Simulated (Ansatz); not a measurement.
Crystal: AlRu.

```
CELL_PARAMETERS angstrom
2.99160 0.00000 0.00000
0.00000 2.99160 0.00000
0.00000 0.00000 2.99160
ATOMIC_POSITIONS crystal
Ru 0.50000 0.50000 0.50000
Al 0.00000 0.00000 0.00000
```

| Property | Result |
| --- | --- |
| Program | Ansatz 0.2.0 |
| Task | relaxation of cell and atoms |
| Functional | PBEsol |
| Potentials or basis | Ansatz PAW |
| Cutoff | 420 eV (not typed: the program's choice for these potentials) |
| k mesh | 9 × 9 × 9 |
| Occupations | fermi-dirac, width 0.05 eV |
| Spin | no spin polarisation |

At the start: volume 13.39 Å³/atom.

How do energy, volume and symmetry change on relaxing?

It ends after 4 steps and the volume is 13.18 Å³/atom (-1.5 %); space group Pm-3m (No. 221, to 0.05 Å).

The path:
```csv
step,energy change (eV),largest force (eV/Å),volume (Å³)
1,0.0000,0.0000,26.77
2,-0.0042,0.0000,26.25
3,-0.0045,0.0000,26.36
4,-0.0044,0.0000,26.36
```

Final structure:
```yaml
crystal:
  lattice:
    - [2.97615, 0.00000, 0.00000]
    - [0.00000, 2.97615, 0.00000]
    - [0.00000, 0.00000, 2.97615]
  atoms:
    - { symbol: Ru, position: [0.50000, 0.50000, 0.50000] }
    - { symbol: Al, position: [0.00000, 0.00000, 0.00000] }
```

Caveat: the plane-wave basis is chosen anew once the cell has moved, so the energies of steps on either side of that aren't comparable; the PAW data sets come from PBE, with cores solved anew for the run's functional, which leaves a small shift of forces and pressure.
